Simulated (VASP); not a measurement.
# Rb (Im-3m) in VASP: further runs

The runs below take Rb through relaxation of cell and atoms, with r2SCAN, LDA, PBE+D3(BJ).

Program: VASP 6.6.1. These are calculated values, not measurements. Logs are shortened: lines on timing, memory, paths and dates and some standing lists are left out, and cuts for length are marked.

## 1. The structure

It takes space group Im-3m (No. 229, cubic). Conventional cell: a = 5.749 Å, b = 5.749 Å, c = 5.749 Å, α = 90.00°, β = 90.00°, γ = 90.00°.

## 2. Relaxation of cell and atoms, r2SCAN

INCAR reads:

```
  PREC = Accurate
  ENCUT = 600
  EDIFF = 1E-7
  ISMEAR = 1
  SIGMA = 0.1
  LREAL = False
  LASPH = True
  NELM = 80
  ALGO = Normal
  ISIF = 3
  LWAVE = False
  LCHARG = False
  METAGGA = R2SCAN
  LMIXTAU = True
  IBRION = 2
  NSW = 90
  EDIFFG = -0.005
```

KPOINTS reads:

```
Automatic mesh
0
Gamma
  12 12 12
```

POSCAR reads:

```
Rb                                      
1.0
   -2.8746775456      2.8746775456      2.8746775456
    2.8746775456     -2.8746775456      2.8746775456
    2.8746775456      2.8746775456     -2.8746775456
  Rb            
     1
Direct
     0.0000000000000000    0.0000000000000000    0.0000000000000000
```

Potentials or basis: VASP PAW PBE potentials, release 64 (Rb_sv).

Command:

```
$ cat potpaw_PBE.64/Rb_sv/POTCAR > POTCAR
$ mpirun -np 1 vasp_std > vasp.out
```

OUTCAR:

```text
PREC = Accurate
   ENCUT = 600
   EDIFF = 1E-7
   ISMEAR = 1
   LREAL = False
   LASPH = True
   NELM = 80
   ISIF = 3
   METAGGA = R2SCAN
   IBRION = 2
   NSW = 90
   EDIFFG = -0.005

 ion  position               nearest neighbor table
   1  0.000  0.000  0.000-

  LATTYP: Found a body centered cubic cell.
 ALAT       =     5.7493550912

  Lattice vectors:

 A1 = (  -2.8746775456,   2.8746775456,   2.8746775456)
 A2 = (   2.8746775456,  -2.8746775456,   2.8746775456)
 A3 = (   2.8746775456,   2.8746775456,  -2.8746775456)

Analysis of symmetry for initial positions (statically):
=====================================================================
 Subroutine PRICEL returns:
 Original cell was already a primitive cell.

 Routine SETGRP: Setting up the symmetry group for a
 body centered cubic supercell.

 Subroutine GETGRP returns: Found 48 space group operations
 (whereof 48 operations were pure point group operations)
 out of a pool of 48 trial point group operations.

The static configuration has the point symmetry O_h .

Analysis of symmetry for dynamics (positions and initial velocities):
=====================================================================
 Subroutine PRICEL returns:
 Original cell was already a primitive cell.

 Routine SETGRP: Setting up the symmetry group for a
 body centered cubic supercell.

 Subroutine GETGRP returns: Found 48 space group operations
 (whereof 48 operations were pure point group operations)
 out of a pool of 48 trial point group operations.

The dynamic configuration has the point symmetry O_h .

 Subroutine INISYM returns: Found 48 space group operations
 (whereof 48 operations are pure point group operations),
 and found     1 'primitive' translations

----------------------------------------------------------------------------------------

                                     Primitive cell

  volume of cell :      95.0227

  direct lattice vectors                    reciprocal lattice vectors
    -2.874677546  2.874677546  2.874677546     0.000000000  0.173932551  0.173932551
     2.874677546 -2.874677546  2.874677546     0.173932551  0.000000000  0.173932551
     2.874677546  2.874677546 -2.874677546     0.173932551  0.173932551  0.000000000

  length of vectors
     4.979087564  4.979087564  4.979087564     0.245977773  0.245977773  0.245977773

  position of ions in fractional coordinates (direct lattice)
     0.000000000  0.000000000  0.000000000

  ion indices of the primitive-cell ions
   primitive index   ion index
                 1           1

----------------------------------------------------------------------------------------

 KPOINTS: Automatic mesh

Automatic generation of k-mesh.
 Grid dimensions read from file:
 generate k-points for:   12   12   12

 Generating k-lattice:

  Cartesian coordinates                     Fractional coordinates (reciprocal lattice)
     0.000000000  0.014494379  0.014494379     0.083333333  0.000000000  0.000000000
     0.014494379  0.000000000  0.014494379     0.000000000  0.083333333  0.000000000
     0.014494379  0.014494379  0.000000000     0.000000000  0.000000000  0.083333333

  Length of vectors
     0.020498148  0.020498148  0.020498148

  Shift w.r.t. Gamma in fractional coordinates (k-lattice)
     0.000000000  0.000000000  0.000000000

 Subroutine IBZKPT returns following result:
 ===========================================

 Found     72 irreducible k-points:

 Following reciprocal coordinates:
            Coordinates               Weight
  0.000000  0.000000  0.000000      1.000000
  0.083333  0.000000  0.000000     12.000000
  0.166667  0.000000  0.000000     12.000000
  0.250000  0.000000  0.000000     12.000000
  0.333333  0.000000  0.000000     12.000000
  0.416667  0.000000  0.000000     12.000000
[... 16 lines left out ...]
  0.333333  0.083333  0.083333     24.000000
  0.416667  0.083333  0.083333     12.000000
 [... further k-points ...]
   k-points           NKPTS =     72   k-points in BZ     NKDIM =     72   number of bands    NBANDS=      8
   number of dos      NEDOS =    301   number of ions     NIONS =      1
   total plane-waves  NPLWV =  64000
   dimension x,y,z NGX =    40 NGY =   40 NGZ =   40
   dimension x,y,z NGXF=    80 NGYF=   80 NGZF=   80
   ions per type =               1
   NGX,Y,Z   is equivalent  to a cutoff of  13.36, 13.36, 13.36 a.u.
   NGXF,Y,Z  is equivalent  to a cutoff of  26.71, 26.71, 26.71 a.u.
 SYSTEM =  unknown system
   PREC   = accura    normal or accurate (medium, high low for compatibility)
   ISTART =      0    job   : 0-new  1-cont  2-samecut
   ICHARG =      2    charge: 1-file 2-atom 10-const
   ISPIN  =      1    spin polarized calculation?
   LNONCOLLINEAR =      F non collinear calculations
   LSORBIT =      F    spin-orbit coupling
   LASPH  =      T    aspherical Exc in radial PAW
   ENCUT  =  600.0 eV  44.10 Ry    6.64 a.u.   9.94  9.94  9.94*2*pi/ulx,y,z
   NELM   =     80;   NELMIN=  2; NELMDL= -5     # of ELM steps
   EDIFF  = 0.1E-06   stopping-criterion for ELM
   LREAL  =      F    real-space projection
   EDIFFG = -.5E-02   stopping-criterion for IOM
   NSW    =     90    number of steps for IOM
   IBRION =      2    ionic relax: 0-MD 1-quasi-New 2-CG
   NFREE  =      1    steps in history (QN), initial steepest desc. (CG)
   ISIF   =      3    stress and relaxation
   ISYM   =      2    0-nonsym 1-usesym 2-fastsym
   POTIM  = 0.5000    time-step for ionic-motion
   TEBEG  =    0.0;   TEEND  =   0.0 temperature during run
   PSTRESS=    0.0 pullay stress
   NELECT =       9.0000    total number of electrons
   NUPDOWN=      -1.0000    fix difference up-down
   EMIN   =  10.00;   EMAX   =-10.00  energy-range for DOS
   EFERMI =   0.00;   METHOD = LEGACY
   ISMEAR =     1;   SIGMA  =   0.10  broadening in eV -4-tet -1-fermi 0-gaus
   EFERMI_NEDOS =   21; number of points for ismear=-14 and -15
   IALGO  =     38    algorithm
   IMIX   =      4    mixing-type and parameters
     AMIX     =   0.40;   BMIX     =  1.00
     AMIX_MAG =   1.60;   BMIX_MAG =  1.00
  volume/ion in A,a.u.               =      95.02       641.24
  Fermi-wavevector in a.u.,A,eV,Ry     =   0.746242  1.410193  7.576779  0.556878
  Thomas-Fermi vector in A             =   1.842018
   LORBIT       =      0    0 simple, 1 ext, 2 COOP (PROOUT), +10 PAW based schemes
   METAGGA = R2SCAN    functional components
   LHFCALC =     F    Hartree Fock is set to
   AEXX    =    0.0000 exact exchange contribution
   IVDW    =     0    specifies the selected vdW correction
   LEPSILON=     F    determine dielectric tensor
   LRPA    =     F    only Hartree local field effects (RPA)
 conjugate gradient relaxation of ions
 non-spin polarized calculation
 Methfessel and Paxton  Order N= 1 SIGMA  =   0.10
  energy-cutoff  :      600.00
  volume of cell :       95.02
 maximum number of plane-waves:      3252
   NGX = 19   NGY = 19   NGZ = 19

 number of electron       9.0000000 magnetization

 Free energy of the ion-electron system (eV)
  ---------------------------------------------------
  ext. energy  EPLUGINS =         0.00000000
  ---------------------------------------------------
  free energy    TOTEN  =       -13.91762778 eV

  energy without entropy =      -13.91678681  energy(sigma->0) =      -13.91734745

 E-fermi :  -0.0360     XC(G=0):  -5.6164

 val. band max:       -0.0480426391   @ k =   0.2500   0.2500   0.0000
 cond. band min:       0.0090338411   @ k =   0.3333   0.1667   0.0000
 fundamental gap:      0.0570764803
 Fermi energy:        -0.0360397226

 k-point     1 :       0.0000    0.0000    0.0000
  band No.  band energies     occupation
      1     -30.1278      2.00000
      2     -13.6206      2.00000
      3     -13.6206      2.00000
      4     -13.6206      2.00000
      5      -2.0616      2.00000
      6       4.0463      0.00000
      7       4.0463      0.00000
      8       4.0463      0.00000

 k-point     2 :       0.0833    0.0000    0.0000
  band No.  band energies     occupation
      1     -30.1275      2.00000
      2     -13.6264      2.00000
      3     -13.6225      2.00000
      4     -13.6206      2.00000
      5      -1.9777      2.00000
      6       3.8921      0.00000
      7       3.9125      0.00000
      8       4.1216      0.00000

 k-point     3 :       0.1667    0.0000    0.0000
  band No.  band energies     occupation
      1     -30.1268      2.00000
      2     -13.6421      2.00000
      3     -13.6275      2.00000
      4     -13.6206      2.00000
      5      -1.7308      2.00000
      6       3.3445      0.00000
      7       3.6157      0.00000
      8       4.3451      0.00000

 k-point     4 :       0.2500    0.0000    0.0000
  band No.  band energies     occupation
      1     -30.1259      2.00000
      2     -13.6634      2.00000
      3     -13.6345      2.00000
      4     -13.6207      2.00000
      5      -1.3349      2.00000
      6       2.6351      0.00000
      7       3.3033      0.00000
      8       4.7099      0.00000

 k-point     5 :       0.3333    0.0000    0.0000
  band No.  band energies     occupation
      1     -30.1250      2.00000
      2     -13.6844      2.00000
      3     -13.6414      2.00000
      4     -13.6207      2.00000
      5      -0.8134      2.00000
      6       1.9206     -0.00000
      7       3.0513      0.00000
      8       4.8615      0.00000

 k-point     6 :       0.4167    0.0000    0.0000
  band No.  band energies     occupation
      1     -30.1243      2.00000
      2     -13.6996      2.00000
      3     -13.6464      2.00000
      4     -13.6207      2.00000
      5      -0.2018      2.04090
      6       1.2205     -0.00000
      7       2.8916      0.00000
      8       4.7554      0.00000

 k-point     7 :       0.5000    0.0000    0.0000
  band No.  band energies     occupation
      1     -30.1241      2.00000
      2     -13.7051      2.00000
      3     -13.6483      2.00000
      4     -13.6207      2.00000
      5       0.3337     -0.00000
      6       0.6612     -0.00000
      7       2.8372      0.00000
      8       4.6784      0.00000
[... 133 lines left out ...]
 k-point    20 :       0.0833    0.0833    0.0833
  band No.  band energies     occupation
      1     -30.1265      2.00000
      2     -13.6527      2.00000
      3     -13.6248      2.00000
      4     -13.6248      2.00000
      5      -1.5697      2.00000
      6       3.1986      0.00000
      7       3.1986      0.00000
      8       4.4794      0.00000

 k-point    21 :       0.1667    0.0833    0.0833
  band No.  band energies     occupation
      1     -30.1256      2.00000
      2     -13.6698      2.00000
      3     -13.6323      2.00000
      4     -13.6252      2.00000
      5      -1.1797      2.00000
      6       2.5970      0.00000
      7       2.8843      0.00000
      8       4.7088      0.00000

 k-point    22 :       0.2500    0.0833    0.0833
  band No.  band energies     occupation
      1     -30.1248      2.00000
      2     -13.6851      2.00000
      3     -13.6415      2.00000
      4     -13.6257      2.00000
      5      -0.6645      2.00000
      6       1.9563     -0.00000
      7       2.6535      0.00000
      8       4.7531      0.00000

 k-point    23 :       0.3333    0.0833    0.0833
  band No.  band energies     occupation
      1     -30.1242      2.00000
      2     -13.6955      2.00000
      3     -13.6489      2.00000
      4     -13.6260      2.00000
      5      -0.0577      1.35772
      6       1.3009     -0.00000
      7       2.5132      0.00000
      8       4.5477      0.00000

 k-point    24 :       0.4167    0.0833    0.0833
  band No.  band energies     occupation
      1     -30.1240      2.00000
      2     -13.6992      2.00000
      3     -13.6517      2.00000
      4     -13.6261      2.00000
      5       0.5045     -0.00000
      6       0.7282     -0.00000
      7       2.4662      0.00000
      8       4.4345      0.00000

 [... further k-points ...]

------------------------ aborting loop because EDIFF is reached ----------------------------------------

  FORCE on cell =-STRESS in cart. coord.  units (eV):
  Direction    XX          YY          ZZ          XY          YZ          ZX
  --------------------------------------------------------------------------------------
  -------------------------------------------------------------------------------------
  Total       -0.0018326     -0.0018326     -0.0018326      0.0000000     -0.0000000      0.0000000
  in kB       -0.0308992     -0.0308992     -0.0308992      0.0000000     -0.0000000      0.0000000
  external PRESSURE =      -0.0308992 kB  Pullay stress =       0.0000000 kB

 VOLUME and BASIS-vectors are now :
 -----------------------------------------------------------------------------
  energy-cutoff  :      600.00
  volume of cell :       95.02
      direct lattice vectors                 reciprocal lattice vectors
    -2.874677546  2.874677546  2.874677546     0.000000000  0.173932551  0.173932551
     2.874677546 -2.874677546  2.874677546     0.173932551  0.000000000  0.173932551
     2.874677546  2.874677546 -2.874677546     0.173932551  0.173932551  0.000000000

 POSITION                                       TOTAL-FORCE (eV/Angst)
 -----------------------------------------------------------------------------------
      0.00000      0.00000      0.00000        -0.000000      0.000000     -0.000000
 -----------------------------------------------------------------------------------
    total drift:                                0.000000     -0.000000     -0.000000

  FREE ENERGIE OF THE ION-ELECTRON SYSTEM (eV)
  ---------------------------------------------------
  free  energy   TOTEN  =       -13.9176277766 eV

  energy  without entropy=      -13.9167868091  energy(sigma->0) =      -13.91734745

 reached required accuracy - stopping structural energy minimisation
```

Wall time 3.9 min (1 thread of Intel Xeon 6975P-C (Granite Rapids), shared host); peak memory 0.29 GiB.

What came out:

| Quantity | Value |
| --- | --- |
| Free energy | -13.9176 eV |
| Pressure after relaxing | 0.0 GPa |
| Band gap on the k mesh | none (metal or under the smearing width) |

Final structure:
```yaml
crystal:
  lattice:
    - [-2.87468, 2.87468, 2.87468]
    - [2.87468, -2.87468, 2.87468]
    - [2.87468, 2.87468, -2.87468]
  atoms:
    - { symbol: Rb, position: [0.00000, 0.00000, 0.00000] }
```

Caveat: the relaxation stopped at its first step, so nothing moved; the PAW data sets were made with another functional, which shifts forces and pressure a little.

## 3. Relaxation of cell and atoms, LDA

This run uses another cell than the first one, of 88.04 Å³/atom, 0.927 times its volume.

INCAR reads:

```
SYSTEM = Rb
ALGO     = Normal         ! electronic algorithm
EDIFF    = 1E-6           ! SCF threshold, eV
EDIFFG   = -0.01          ! ionic threshold
ENCUT    = 600            ! plane-wave cutoff, eV
GGA      = CA             ! functional
IBRION   = 2              ! ionic algorithm
ISIF     = 3              ! what is computed and relaxed
ISMEAR   = 1              ! smearing method
LASPH    = .TRUE.         ! aspherical terms in the spheres
LCHARG   = .FALSE.        ! write CHGCAR
LREAL    = .FALSE.        ! projectors in reciprocal space
LWAVE    = .FALSE.        ! write WAVECAR
NELM     = 80             ! most SCF steps
NSW      = 90             ! ionic steps
PREC     = Accurate       ! precision mode
SIGMA    = 0.1            ! smearing width, eV
```

KPOINTS reads:

```
k-points
0
G
  12 12 12
  0 0 0
```

POSCAR reads:

```
Rb
1.0
   -2.8025000000      2.8025000000      2.8025000000
    2.8025000000     -2.8025000000      2.8025000000
    2.8025000000      2.8025000000     -2.8025000000
Rb
1
Direct
    0.0000000000      0.0000000000      0.0000000000
```

Potentials or basis: VASP PAW LDA potentials, release 64 (Rb_sv).

Command:

```
$ cat potpaw_LDA.64/Rb_sv/POTCAR > POTCAR
$ mpirun -np 1 vasp_std > vasp.out
```

OUTCAR:

```text
SYSTEM = Rb
   EDIFF = 1E-6
   EDIFFG = -0.01
   ENCUT = 600
   GGA = CA
   IBRION = 2
   ISIF = 3
   ISMEAR = 1
   LASPH = .TRUE.
   LREAL = .FALSE.
   NELM = 80
   NSW = 90
   PREC = Accurate

 ion  position               nearest neighbor table
   1  0.000  0.000  0.000-

  LATTYP: Found a body centered cubic cell.
 ALAT       =     5.6050000000

  Lattice vectors:

 A1 = (  -2.8025000000,   2.8025000000,   2.8025000000)
 A2 = (   2.8025000000,  -2.8025000000,   2.8025000000)
 A3 = (   2.8025000000,   2.8025000000,  -2.8025000000)

Analysis of symmetry for initial positions (statically):
=====================================================================
 Subroutine PRICEL returns:
 Original cell was already a primitive cell.

 Routine SETGRP: Setting up the symmetry group for a
 body centered cubic supercell.

[... 208 lines left out ...]
 Fermi energy:        -0.0819843922

 k-point     1 :       0.0000    0.0000    0.0000
  band No.  band energies     occupation
      1     -28.8372      2.00000
      2     -12.9308      2.00000
      3     -12.9308      2.00000
      4     -12.9308      2.00000
      5      -2.1398      2.00000
      6       3.5597      0.00000
      7       3.5597      0.00000
      8       3.5597      0.00000
[... 322 lines left out ...]
--------------------------------------- Ionic step        4  -------------------------------------------

 number of electron       9.0000000 magnetization

 Free energy of the ion-electron system (eV)
  ---------------------------------------------------
  ext. energy  EPLUGINS =         0.00000000
  ---------------------------------------------------
  free energy    TOTEN  =        -1.05802493 eV

  energy without entropy =       -1.05732793  energy(sigma->0) =       -1.05779260

 E-fermi :   0.1475     XC(G=0):  -6.0882

 val. band max:        0.1446954813   @ k =   0.2500   0.2500   0.0000
 cond. band min:       0.1777994910   @ k =   0.3333   0.1667  -0.0000
 fundamental gap:      0.0331040097
 Fermi energy:         0.1475007840

 k-point     1 :       0.0000    0.0000    0.0000
  band No.  band energies     occupation
      1     -28.5694      2.00000
      2     -12.6487      2.00000
      3     -12.6487      2.00000
      4     -12.6487      2.00000
      5      -2.0470      2.00000
      6       3.8652      0.00000
      7       3.8652      0.00000
      8       3.8652      0.00000
[... 281 lines left out ...]
  FREE ENERGIE OF THE ION-ELECTRON SYSTEM (eV)
  ---------------------------------------------------
  free  energy   TOTEN  =        -1.0580249280 eV

  energy  without entropy=       -1.0573279345  energy(sigma->0) =       -1.05779260

 reached required accuracy - stopping structural energy minimisation
```

CONTCAR:

```text
Rb
   1.00000000000000
    -2.6907894598553446    2.6907894598553446    2.6907894598553441
     2.6907894598553446   -2.6907894598553446    2.6907894598553441
     2.6907894598553446    2.6907894598553446   -2.6907894598553441
  Rb
     1
Direct
     0.0000000000000000    0.0000000000000000    0.0000000000000000

  0.00000000E+00  0.00000000E+00  0.00000000E+00
```

Run time: 1.7 min. Hardware: 1 thread of Intel Xeon Platinum 8488C (Sapphire Rapids), shared host; peak memory 0.23 GiB.

What came out:

```
Free energy                            : -1.0580 eV
Relaxed volume                         : 77.93 Å³/atom
Relaxed cell                           : a = 4.661 Å, b = 4.661 Å, c = 4.661 Å, α = 109.47°, β = 109.47°, γ = 109.47°
Space group after relaxing (to 0.05 Å) : Im-3m (No. 229)
Energy gained by relaxing              : 12.5 meV/atom
Ionic steps                            : 4
Pressure after relaxing                : 0.0 GPa
Band gap on the k mesh                 : none (metal or under the smearing width)
```

Step by step:
```
step  energy change (eV)  largest force (eV/Å)  pressure (GPa)  volume (Å³)
   1              0.0000                0.0000           -0.35        88.04
   2             -0.0049                0.0000           -0.29        85.59
   3             -0.0119                0.0000           -0.08        79.81
   4             -0.0125                0.0000           -0.01        77.93
```

Final structure:
```
Rb
1.0
    -2.69079    2.69079    2.69079
     2.69079   -2.69079    2.69079
     2.69079    2.69079   -2.69079
Rb
1
Direct
  0.00000 0.00000 0.00000
```

Levels at points of the mesh, in eV from the Fermi level:
| k point | band 1 | band 2 | band 3 | band 4 | band 5 | band 6 | band 7 | band 8 |
| --- | --- | --- | --- | --- | --- | --- | --- | --- |
| (0.00, 0.00, 0.00) | -28.72 | -12.80 | -12.80 | -12.80 | -2.19 | 3.72 | 3.72 | 3.72 |
| (0.50, 0.00, 0.00) | -28.71 | -12.96 | -12.85 | -12.80 | 0.16 | 0.97 | 2.55 | 4.49 |
| (0.50, 0.50, 0.50) | -28.70 | -12.91 | -12.91 | -12.91 | 1.16 | 1.16 | 3.68 | 3.68 |

Caveat: the volume moved by -11 % from the deposited cell, more than functionals usually miss.

(Continued in part 2 of 2.)
